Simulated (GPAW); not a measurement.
# Fe in GPAW: convergence with grid spacing (A)

Input of the first run (grid spacing (A) 0.26); the others differ in this setting and in those tied to it:

The input run.py:

```python
from ase.dft.bandgap import bandgap
from ase.io import read, write
from gpaw import GPAW

atoms = read('Fe.xyz')
atoms.set_initial_magnetic_moments([3.0])

calc = GPAW(mode='fd',
            h=0.26,
            xc='LDA',
            kpts={'size': (13, 13, 13), 'gamma': True},
            occupations={'name': 'fermi-dirac', 'width': 0.05},
            nbands=12,
            convergence={'density': 1e-05, 'energy': 1e-05},
            maxiter=100,
            txt='gpaw.txt')
atoms.calc = calc
energy = atoms.get_potential_energy()
forces = atoms.get_forces()
calc.write('gs.gpw')
write('result.traj', atoms)
print(f'Energy: {energy:.6f} eV')
print('Forces (eV/A):')
print(forces.round(4))
print('Moments:', calc.get_magnetic_moments().round(3))
print('Fermi level:', round(calc.get_fermi_level(), 4), 'eV')
print(f'Gap: {bandgap(calc)[0]:.4f} eV, direct: {bandgap(calc, direct=True)[0]:.4f} eV')
```

Contents of Fe.xyz:

```xyz
1
Lattice="-1.4430000000 1.4430000000 1.4430000000 1.4430000000 -1.4430000000 1.4430000000 1.4430000000 1.4430000000 -1.4430000000" Properties=species:S:1:pos:R:3 pbc="T T T"
Fe     0.0000000000      0.0000000000      0.0000000000
```

Potentials or basis: the program's PAW data sets (release 1.2.1) made for this functional, fd.

Command:

```sh
$ OMP_NUM_THREADS=1 python run.py
```

Hardware: 1 thread of AMD EPYC 9R14 (Zen 4), on a shared host.

| grid spacing (A) | energy less the tightest run, at zero smearing (meV/atom) | largest site moment (μB) | SCF cycles | CPU time (s) | peak memory (GiB) |
| --- | --- | --- | --- | --- | --- |
| 0.26 | -594.20 | 2.22 | 16 | 20 | 0.16 |
| 0.23 | -594.20 | 2.22 | 16 | 20 | 0.16 |
| 0.2 | -56.73 | 2.21 | 18 | 53 | 0.25 |
| 0.18 | -56.73 | 2.21 | 18 | 53 | 0.25 |
| 0.16 | -56.73 | 2.21 | 18 | 55 | 0.25 |
| 0.14 | 0.00 | 2.21 | 20 | 130 | 0.42 |
| 0.12 | 0.00 | 2.21 | 20 | 130 | 0.42 |

Against the tightest run, the energy stays within 1 meV/atom from 0.14 on; the largest site moment stays within 0.02 μB from 0.26 on. The tightest run that finished is the yardstick and may itself not be fully converged.

Caveat, for the tightest run too: the real-space grid adds noise to forces.
